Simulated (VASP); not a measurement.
# SnSe₂: convergence, charged layer

SnSe₂, sheet, 3 atoms in the cell. RPBE; PAW potentials Sn_d, Se (PBE set). VASP 6.6.1.

Wanted: energies over the neutral cell within 0.003 eV.

Starting cell: layer relaxed first with the same functional; Charge step (e per cell): 0.02.

POSCAR of the starting run:
```
SnSe2
1.0
    3.9118425605      0.0000000000      0.0000000000
    5.8677638408      3.3877550330      0.0000000000
    0.0000000000      0.0000000000     17.1972597287
Sn Se
1 2
Direct
    0.0000000000      0.0000000000      0.5000000000
    0.0000000000      0.3333333333      0.5929584067
    0.0000000000      0.6666666667      0.4070415933
```

The series start from vacuum (Å): 14; truncation: LCOARSEN F, default padding; k spacing (1/Å): 0.2; Smearing SIGMA (eV): 0.05; Cutoff ENCUT (eV): 310; PREC: Accurate; ALGO: Normal. Each series keeps the choices made before it, and each single choice may use up half of a tolerance. Times cover all steps of a run.

## Vacuum (Å)

| Vacuum (Å) | Energies over the neutral cell, largest deviation (eV) | Time (s) |
|---|---|---|
| 6 | 0.0006 | 64 |
| 8 | 0.0001 | 70 |
| 11 | 0.0000 | 96 |
| 14 | 0.0000 | 122 |
| 18 (reference) | 0.0000 | 180 |

Chosen: 6, the loosest value from which every tighter one stays within half of the tolerance.

## Truncation

| Truncation | Energies over the neutral cell, largest deviation (eV) | Time (s) |
|---|---|---|
| LCOARSEN F, default padding | 0.0000 | 64 |
| LCOARSEN T | 0.0000 | 59 |
| IPAD 1, FACTOR 0.5 | 0.1100 | 56 |

Chosen: LCOARSEN F, default padding; no other choice that stays within half of the tolerance saves 30 % of the time.

## k spacing (1/Å)

| k spacing (1/Å) | Energies over the neutral cell, largest deviation (eV) | Time (s) |
|---|---|---|
| 0.5 | 0.0005 | 22 |
| 0.3 | 0.0003 | 30 |
| 0.2 | 0.0000 | 64 |
| 0.14 | 0.0000 | 89 |
| 0.1 (reference) | 0.0000 | 152 |

Chosen: 0.5.

## Smearing SIGMA (eV)

| Smearing SIGMA (eV) | Energies over the neutral cell, largest deviation (eV) | Time (s) |
|---|---|---|
| 0.2 | 0.0024 | 24 |
| 0.1 | 0.0010 | 20 |
| 0.05 | 0.0003 | 22 |
| 0.02 (reference) | 0.0000 | 20 |

Chosen: 0.1.

## Cutoff ENCUT (eV)

| Cutoff ENCUT (eV) | Energies over the neutral cell, largest deviation (eV) | Time (s) |
|---|---|---|
| 190 | 0.0000 | 11 |
| 240 | 0.0000 | 16 |
| 280 | 0.0000 | 20 |
| 310 | 0.0000 | 20 |
| 360 | 0.0000 | 27 |
| 430 (reference) | 0.0000 | 36 |

Chosen: 190.

## PREC

| PREC | Energies over the neutral cell, largest deviation (eV) | Time (s) |
|---|---|---|
| Accurate | 0.0000 | 11 |
| Normal | 0.0000 | 6.9 |

Chosen: Normal, the fastest of those that stay within half of the tolerance.

## ALGO

| ALGO | Energies over the neutral cell, largest deviation (eV) | Time (s) |
|---|---|---|
| Normal | 0.0000 | 6.9 |
| Fast | 0.0000 | 6.8 |

Chosen: Normal.

## All choices together

| Input | Energies over the neutral cell, largest deviation (eV) | Time (s) |
|---|---|---|
| uniform background, no truncation (naive) | 0.0639 | 111 |
| chosen settings | 0.0008 | 6.9 |
| reference settings throughout | 0.0000 | 1010 |

The tolerance is met.

Values of the reference run: Energies over the neutral cell: 0.1172, 0.05948, 0 eV over the neutral cell.

## The input

INCAR.step1:
```
ALGO = Normal
EDIFF = 1E-6
ENCUT = 190
GGA = RP
ISMEAR = 0
KERNEL_TRUNCATION/IDIMENSIONALITY = 2
KERNEL_TRUNCATION/ISURFACE = 3
KERNEL_TRUNCATION/LCOARSEN = F
KERNEL_TRUNCATION/LTRUNCATE = T
KPAR = 4
LASPH = T
LCHARG = F
LREAL = F
LWAVE = F
NELM = 150
PREC = Normal
SIGMA = 0.1
```

INCAR.step2, as INCAR.step1 but for:
```
+ NELECT = 25.98
```

INCAR.step3 changes the same tag again: NELECT = 25.99.

KPOINTS:
```
Automatic mesh
0
Gamma
  7 4 1
  0 0 0
```

POSCAR:
```
SnSe2
1.0
    3.9118425605      0.0000000000      0.0000000000
    5.8677638408      3.3877550330      0.0000000000
    0.0000000000      0.0000000000      9.1972597287
Sn Se
1 2
Direct
    0.0000000000      0.0000000000      0.5000000000
    0.0000000000      0.3333333333      0.6738158877
    0.0000000000      0.6666666667      0.3261841123
```

Commands (each step's output is kept before the next begins):
```
cat potpaw_PBE.64/Sn_d/POTCAR potpaw_PBE.64/Se/POTCAR > POTCAR
cp INCAR.step1 INCAR
mpirun -np 4 vasp_std > vasp.out
rm WAVECAR CHG
cp INCAR.step2 INCAR
mpirun -np 4 vasp_std > vasp.out
rm WAVECAR CHG
cp INCAR.step3 INCAR
mpirun -np 4 vasp_std > vasp.out
```

Limits: An infinite charged layer has no vacuum level far away: the truncated interaction sets the zero in the layer itself, so the energy per hole falls with the charge and equals the ionisation potential only at small charge.

The chosen input took VASP 6.6.1 6.9 s on 4 cores (Intel Xeon 6975P-C (Granite Rapids)), a shared host.

## An input that fails: charged slab in a uniform background, wide vacuum

It runs to its end, but against the unchanged starting input it is off by 0.0366 eV in the energies over the neutral cell.

Vacuum (Å): 14 becomes 24.

Changes against the starting input:
```
(all steps)
- KERNEL_TRUNCATION/LTRUNCATE = True
- KERNEL_TRUNCATION/IDIMENSIONALITY = 2
- KERNEL_TRUNCATION/ISURFACE = 3
- KERNEL_TRUNCATION/LCOARSEN = False
(POSCAR)
-    0.0000000000      0.0000000000     17.1972597287
+    0.0000000000      0.0000000000     27.1972597287
-    0.0000000000      0.3333333333      0.5929584067
-    0.0000000000      0.6666666667      0.4070415933
+    0.0000000000      0.3333333333      0.5587790785
+    0.0000000000      0.6666666667      0.4412209215
```
